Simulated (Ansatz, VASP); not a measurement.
**Two plane-wave programs on CoSi2**

```
Co Si
1.0
     2.55934    2.55934    0.00000
    -2.69227    2.69227    0.00000
     0.00000    0.00000    5.52263
Co Si
2 4
Direct
  0.00000 0.00000 0.00000
  0.50000 0.50000 0.50000
  0.00000 0.50000 0.75874
  0.50000 0.00000 0.74126
  0.50000 0.00000 0.25874
  0.00000 0.50000 0.24126
```

Change from the starting cell: uniaxial strain along a, b, c and atoms relaxed: -4.5 %.

Alike in both runs: functional PBE; k mesh 10 × 10 × 8; occupations gaussian, width 0.1 eV; no spin polarisation.

Ansatz relaxed the structure, and its values are those at the end. VASP's run is a single point on that final structure, the one shown.

|  | VASP | Ansatz |
| --- | --- | --- |
| version | VASP 6.6.1 | Ansatz 0.2.0 |
| potentials or method | VASP PAW PBE potentials, release 64 (Co, Si) | scalar-relativistic, plane waves, PAW |
| plane-wave cutoff (eV) | 520 | 420 |
| valence electrons in the cell | 34 | 50 |

|  | VASP | Ansatz | Ansatz less VASP |
| --- | --- | --- | --- |
| gap on the k mesh at the Fermi level (eV) | none | none | - |
| pressure (GPa) | 2.1 | 2.2 | +0.15 |

A gap of «none» marks a metal or a gap that the smearing closes. The two sets of potentials don't hold the same shells in valence.

Spin polarisation is off, so any magnetic state and its effect on volume and gap are missing.
